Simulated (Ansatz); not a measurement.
In doubt: masses and optical values from hybrid runs of this build are listed as unsure, which bears on the screening that GW takes from such a start.

Rows from a G0W0 calculation on Te2Mo (layers cut from the bulk crystal) (Ansatz 0.2.0; G0W0 on HSE06, plane waves, PAW; 9×9×1 mesh, 473 empty bands, screening to 60 eV), in eV. Spin-orbit coupling is left out.

```
row      Σx     Σc     Vxc     Z
  A  -13.46  -3.16  -17.06  0.76
  B  -19.82   1.05  -19.25  0.75
  C  -18.37   0.85  -17.89  0.74
  D  -12.57  -3.60  -16.53  0.75
  E  -13.28  -3.41  -17.11  0.75
  F  -18.06   0.60  -17.76  0.76
```

**Question.** Which rows are filled states and which are empty ones, and how can one tell?

Filled: B, C and F. Empty: A, D and E. The sign of Σc tells: for a filled state bare exchange, which holds its interaction with itself, lies below Vxc (Σx − Vxc is -0.3 eV or lower here) and screening gives part back as a positive Σc. For an empty state Σx lies above Vxc (+3.6 eV or more) and the Coulomb hole leaves Σc negative.

[Paths, hosts, dates, memory and timing lines, banners, echoed tables and standing remarks are left out of the program output.]

[Logs are printed without paths, hosts, clocks, repeated set-up lines and the standing remarks that a program may print on its own settings, such as how far it seeks lower states.]

[Runs of the session that timed out or met a known fault of the program may be left out.]

[Cells called generated may have been cut or substituted from an entry of the Crystallography Open Database or the Materials Project.]

[Hosts, paths, dates, database ids (printed as entryN), source tags and the programs' standing remarks are cut or masked in the printed files.]
